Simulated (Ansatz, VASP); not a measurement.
Al in VASP and in Ansatz

INCAR

```
SYSTEM = Al
ALGO = Normal
EDIFF = 1E-7
ENCUT = 520
GGA = PS
ISIF = 2
ISMEAR = -1
LASPH = .TRUE.
LCHARG = .FALSE.
LREAL = .FALSE.
LWAVE = .FALSE.
NBANDS = 14
NELM = 80
PREC = Accurate
SIGMA = 0.05
```

Contents of KPOINTS:

```
k-points
0
G
  11 11 3
  0 0 0
```

File POSCAR:

```
Al
1.0
    2.8270770242      0.0000000000      0.0000000000
   -1.4135385121      2.4483205214      0.0000000000
    0.0000000000      0.0000000000      9.1859930700
Al
4
Direct
    0.6666666667      0.3333333333      0.7500000000
    0.0000000000      0.0000000000      0.5000000000
    0.3333333333      0.6666666667      0.2500000000
    0.0000000000      0.0000000000      0.0000000000
```

input.yaml

```yaml
crystal:
  lattice:
    - [2.8270770242, 0.0, 0.0]
    - [-1.4135385121, 2.4483205214, 0.0]
    - [0.0, 0.0, 9.18599307]
  atoms:
    - { symbol: Al, position: [0.6666666667, 0.3333333333, 0.75] }
    - { symbol: Al, position: [0.0, 0.0, 0.5] }
    - { symbol: Al, position: [0.3333333333, 0.6666666667, 0.25] }
    - { symbol: Al, position: [0.0, 0.0, 0.0] }
hamiltonian:
  xc: pbesol
  pseudopotentials: { kind: paw }
kpoints:
  mp_grid: { grid: [11, 11, 3] }
scf:
  occupations: { method: fermi_dirac, width: 0.05 }
output:
  forces: true
  stress: true
  eigenvalues: true
  write_density: true
  write_potential: true
  elf: true
  volumetric_format: npy
```

This isn't the form of Al at room conditions, which is fcc.

Alike in both runs: task single point; functional PBEsol; k mesh 11 × 11 × 3; occupations fermi-dirac, width 0.05 eV; no spin polarisation.

|  | VASP | Ansatz |
| --- | --- | --- |
| version | VASP 6.6.1 | Ansatz 0.2.0 |
| potentials or method | VASP PAW PBE potentials, release 64 (Al) | Ansatz PAW |
| plane-wave cutoff (eV) | 520 | 420 |
| valence electrons in the cell | 12 | 12 |

Ansatz gave:

| Quantity | Value |
| --- | --- |
| gap on the k mesh at the Fermi level (eV) | none |
| pressure (GPa) | 2.0 |
| largest component of the traceless stress (GPa) | 1.32 |

Task: Which values does VASP return?

Result: gap on the k mesh at the Fermi level (eV): none; pressure (GPa): 2.0; largest component of the traceless stress (GPa): 1.33.

A gap of «none» marks a metal or a gap that the smearing closes. The functional is the same, so the differences come from potentials, cutoffs and numerics.

Caveats: the PAW data sets were made with another functional, which shifts forces and pressure a little (VASP); the PAW data sets come from PBE, with cores solved anew for the run's functional, which leaves a small shift of forces and pressure (Ansatz).
